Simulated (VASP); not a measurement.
**VASP 6.6.1 run: CO2**

INCAR

```
ISMEAR = -1
LCHARG = .FALSE.
EDIFF = 1E-7
NBANDS = 25
IBRION = -1
LWAVE = .FALSE.
PREC = Accurate
SIGMA = 0.02
NELM = 120
LREAL = .FALSE.
ENCUT = 520
LASPH = .TRUE.
NSW = 0
ISIF = 2
GGA = PE
```

KPOINTS

```
KPOINTS created by Atomic Simulation Environment
0
Monkhorst-Pack
6 6 6
0 0 0
```

POSCAR

```
C  O
 1.0000000000000000
     3.9833489786000000    0.0000000000000000    0.0000000000000000
     0.0000000000000000    3.9833489786000000    0.0000000000000000
     0.0000000000000000    0.0000000000000000    4.8225714796999997
 C   O
   2   4
Cartesian
  1.9916744892999998  1.9916744892999998  2.4112857398499994
  0.0000000000000000  0.0000000000000000  0.0000000000000000
  1.1712905730379513  2.8120584055620488  2.4112857398499994
  2.8120584055620488  1.1712905730379513  2.4112857398499994
  0.8203839162620487  0.8203839162620485  0.0000000000000000
  3.1629650623379506  3.1629650623379506  0.0000000000000000
```

The recommended PBE PAW datasets give the neutral cell 32 valence electrons.

Command

```
mpirun -np 1 vasp_std
```

OSZICAR

```
N       E                     dE             d eps       ncg     rms          rms(c)
DAV:   1     0.160257064482E+03    0.16026E+03   -0.17052E+04   900   0.119E+03
DAV:   2    -0.394058842399E+02   -0.19966E+03   -0.19081E+03  1186   0.275E+02
DAV:   3    -0.490076580015E+02   -0.96018E+01   -0.95400E+01  1065   0.613E+01
DAV:   4    -0.490846910515E+02   -0.77033E-01   -0.76990E-01  1127   0.634E+00
DAV:   5    -0.490855763696E+02   -0.88532E-03   -0.88518E-03  1139   0.660E-01    0.137E+01
DAV:   6    -0.460704687626E+02    0.30151E+01   -0.75130E+00  1065   0.198E+01    0.629E+00
DAV:   7    -0.458651573293E+02    0.20531E+00   -0.40121E-01  1144   0.456E+00    0.346E+00
DAV:   8    -0.458114476379E+02    0.53710E-01   -0.27940E-01  1151   0.332E+00    0.795E-01
DAV:   9    -0.458057985512E+02    0.56491E-02   -0.19578E-02  1079   0.101E+00    0.334E-01
DAV:  10    -0.458061676203E+02   -0.36907E-03   -0.43356E-03  1166   0.435E-01    0.530E-02
DAV:  11    -0.458062993416E+02   -0.13172E-03   -0.97809E-05  1031   0.749E-02    0.205E-02
DAV:  12    -0.458063254203E+02   -0.26079E-04   -0.21430E-05  1152   0.338E-02    0.314E-03
DAV:  13    -0.458063260903E+02   -0.67008E-06   -0.10472E-06  1095   0.729E-03    0.131E-03
DAV:  14    -0.458063259578E+02    0.13252E-06   -0.10247E-07   880   0.266E-03    0.253E-04
DAV:  15    -0.458063259530E+02    0.47771E-08   -0.32299E-08   728   0.116E-03
   1 F= -.45806326E+02 E0= -.45806326E+02  d E =-.358876E-11
```

From OUTCAR

```
k-points           NKPTS =     18   k-points in BZ     NKDIM =     18   number of bands    NBANDS=     25

   NELECT =      32.0000    total number of electrons

   dimension x,y,z NGX =    30 NGY =   30 NGZ =   36
   dimension x,y,z NGXF=    60 NGYF=   60 NGZF=   72

  energy-cutoff  :      520.00
  volume of cell :       76.52
      direct lattice vectors                 reciprocal lattice vectors
     3.983348979  0.000000000  0.000000000     0.251045039  0.000000000  0.000000000
     0.000000000  3.983348979  0.000000000     0.000000000  0.251045039  0.000000000
     0.000000000  0.000000000  4.822571480     0.000000000  0.000000000  0.207358254

 k-points in reciprocal lattice and weights: KPOINTS created by Atomic Simulation Env
   0.08333333  0.08333333  0.08333333       0.037
   0.25000000  0.08333333  0.08333333       0.074
   0.41666667  0.08333333  0.08333333       0.074
   0.25000000  0.25000000  0.08333333       0.037
   0.41666667  0.25000000  0.08333333       0.074
   0.41666667  0.41666667  0.08333333       0.037
   0.08333333  0.08333333  0.25000000       0.037
   0.25000000  0.08333333  0.25000000       0.074
   ...

 E-fermi :  -1.9511

 k-point     1 :       0.0833    0.0833    0.0833
  band No.  band energies     occupation
      1     -23.5838      2.00000
      2     -23.2697      2.00000
      3     -22.2996      2.00000
      4     -22.2988      2.00000
      5      -8.2159      2.00000
      6      -7.8834      2.00000
      7      -7.6193      2.00000
      8      -6.7894      2.00000
      9      -6.7639      2.00000
     10      -6.1654      2.00000
     11      -6.1213      2.00000
     12      -6.0521      2.00000
     13      -4.0393      2.00000
     14      -3.3196      2.00000
     15      -3.0589      2.00000
     16      -3.0417      2.00000
     17       4.3859      0.00000
     18       4.9807      0.00000
     19       5.2956      0.00000
     20       5.3614      0.00000
     21       6.6014      0.00000
     22       8.1834      0.00000
     23      11.7502      0.00000
     24      12.9469      0.00000
     25      13.6672      0.00000

 k-point     2 :       0.2500    0.0833    0.0833
  band No.  band energies     occupation
      1     -23.5151      2.00000
      2     -23.2770      2.00000
      3     -22.3326      2.00000
      4     -22.3243      2.00000
      5      -8.1164      2.00000
      6      -7.8976      2.00000
      7      -7.4562      2.00000
      8      -7.0585      2.00000
      9      -6.8238      2.00000
     10      -6.4287      2.00000
     11      -6.2453      2.00000
     12      -6.2144      2.00000
     13      -3.6316      2.00000
     14      -3.1681      2.00000
     15      -3.0702      2.00000
     16      -3.0448      2.00000
     17       5.0840      0.00000
     18       5.1994      0.00000
     19       5.4091      0.00000
     20       5.5423      0.00000
     21       6.3406      0.00000
     22       8.5703      0.00000
     23      11.0095      0.00000
     24      12.8464      0.00000
     25      13.4208      0.00000

 ...

  Total        4.9996427      4.9996427      1.2687521      0.0000000      0.0000000      0.0000000
  in kB      104.6825189    104.6825189     26.5651309      0.0000000      0.0000000      0.0000000
  external PRESSURE =      78.6433896 kB  Pullay stress =       0.0000000 kB

 POSITION                                       TOTAL-FORCE (eV/Angst)
 -----------------------------------------------------------------------------------
      1.99167      1.99167      2.41129         0.000000     -0.000000     -0.000000
      0.00000      0.00000      0.00000         0.000000     -0.000000     -0.000000
      1.17129      2.81206      2.41129        -1.009890      1.009890     -0.000000
      2.81206      1.17129      2.41129         1.009890     -1.009890     -0.000000
      0.82038      0.82038      0.00000         1.009890      1.009890      0.000000
      3.16297      3.16297      0.00000        -1.009890     -1.009890     -0.000000
 -----------------------------------------------------------------------------------
    total drift:                               -0.000000      0.000000      0.000000

  FREE ENERGIE OF THE ION-ELECTRON SYSTEM (eV)
  ---------------------------------------------------
  free  energy   TOTEN  =       -45.8063259530 eV

  energy  without entropy=      -45.8063259530  energy(sigma->0) =      -45.80632595
```

It converged. Results: gap between bands v and c on the k mesh 6.82 eV; least direct gap on the k mesh 7.43 eV; pressure 7.9 GPa; largest force 1.43 eV/Å. Band v is the last that the valence electrons fill when counted band by band, and c is the next.

The shifted mesh misses Γ, so a band edge there is missed.

For comparison, a separate PBE run of the intended cell, on usual settings and not on those above, gives a gap of 6.52 eV on its mesh and a pressure of 7.9 GPa.

The run above took about 26 s on one core of a shared host (Intel Xeon Platinum 8488C) and held 0.18 GiB at most.
